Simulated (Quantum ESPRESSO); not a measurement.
Wanted: the native input for a Quantum ESPRESSO 7.5 run.

```
Task                : single point
Functional          : PBEsol
Potentials or basis : GBRV 1.5 PBEsol
Cutoff              : 762 eV
Density cutoff      : 6095 eV
k mesh              : 11 × 11 × 11
Occupations         : fermi-dirac, width 0.05 eV
Spin                : no spin polarisation
Mixing beta         : 0.5
Most SCF iterations : 120
SCF threshold       : 2e-10 Ry
```

W:

```
CELL_PARAMETERS angstrom
0.01192 2.00823 2.03186
2.02971 0.01106 2.03272
2.05415 2.03352 -0.01337
ATOMIC_POSITIONS crystal
W 0.99325 0.99126 0.01410
```

The cell isn't the ideal one: cell strained at random at fixed volume.

The input as run:

pw.in

```
&CONTROL
  calculation = 'scf'
  prefix = 'pwscf'
  outdir = './tmp'
  pseudo_dir = './pseudo'
  tprnfor = .true.
  tstress = .true.
  disk_io = 'nowf'
/
&SYSTEM
  ibrav = 0
  nat = 1
  ntyp = 1
  ecutwfc = 56
  ecutrho = 448
  nbnd = 13
  occupations = 'smearing'
  smearing = 'fd'
  degauss = 0.00367493
/
&ELECTRONS
  conv_thr = 2d-10
  electron_maxstep = 120
  mixing_beta = 0.5
/
ATOMIC_SPECIES
W    183.8400 w_pbesol_v1.2.uspp.F.UPF
CELL_PARAMETERS angstrom
   0.0119230000    2.0082280000    2.0318620000
   2.0297100000    0.0110640000    2.0327210000
   2.0541460000    2.0335240000   -0.0133730000
ATOMIC_POSITIONS crystal
W     -0.0067530000   -0.0087400000    0.0141000000
K_POINTS automatic
11 11 11 0 0 0
```

Potentials or basis: GBRV 1.5 PBEsol.

Run with:

```sh
$ OMP_NUM_THREADS=1 mpirun -n 2 pw.x -nk 2 -in pw.in > pw.out
```

It gave:

| Quantity | Value |
| --- | --- |
| Pressure | -12.5 GPa |
| Band gap on the k mesh | none (metal or under the smearing width) |

Run time: 34 s on 2 MPI ranks on Arm Neoverse V2 (shared host), peak memory 0.32 GiB a rank.
